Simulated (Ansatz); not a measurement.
## MnS under changes of volume

One of the cells (17.667 Å³/atom); the others are scaled copies at fixed shape and fractional positions:

```xyz
2
Lattice="0.0000 2.6045 2.6045 2.6045 0.0000 2.6045 2.6045 2.6045 0.0000" Properties=species:S:1:pos:R:3 pbc="T T T"
Mn    0.0000    0.0000    0.0000
S     2.6045    2.6045    2.6045
```

```yaml
Program: Ansatz 0.2.0
Functional: RPBE
Potentials_or_basis: Ansatz PAW
Cutoff: "420 eV (not typed: the program's choice for these potentials)"
k_mesh: 9 × 9 × 9
Occupations: fermi-dirac, width 0.05 eV
Spin: collinear spin, ferromagnetic start
Starting_moments: "[4.0, 0.0] μB"
```

| volume (Å³/atom) | energy over the lowest point (meV/atom) | pressure (GPa) | moment (μB per cell) |
| --- | --- | --- | --- |
| 16.607 | ? | ? | ? |
| 16.961 | 8.32 | 3.1 | 4.67 |
| 17.314 | 2.91 | 1.8 | 4.72 |
| 17.667 | 0.19 | 0.6 | 4.77 |
| 18.021 | 0.00 | -0.5 | 4.80 |
| 18.374 | 2.16 | -1.5 | 4.84 |
| 18.727 | 6.56 | -2.5 | 4.87 |

Question: What does the run at 16.607 Å³/atom give?

Answer: Energy over the lowest point 16.81 meV/atom; pressure 4.4 GPa; moment 4.62 μB per cell.

Worked out: A Birch-Murnaghan fit of order 3 (a polynomial in V^(-2/3)) to the other rows has its minimum at 17.87 Å³/atom with B0 = V·E''(V) = 56 GPa (rough, since the energies scatter). It gives 16.61 meV/atom at 16.607 Å³/atom, against the run's 16.81, and -dE/dV = 4.4 GPa, against 4.4. A parabola through the other rows of the moment, of slope 0.162 μB per Å³/atom there, extrapolates to 4.62 μB, against the run's 4.62.

Energies are extrapolated to zero smearing.

Caveats: a cell with one magnetic atom can't hold antiferromagnetic order, which such compounds often take; the PAW data sets come from PBE, with cores solved anew for the run's functional, which leaves a small shift of forces and pressure.
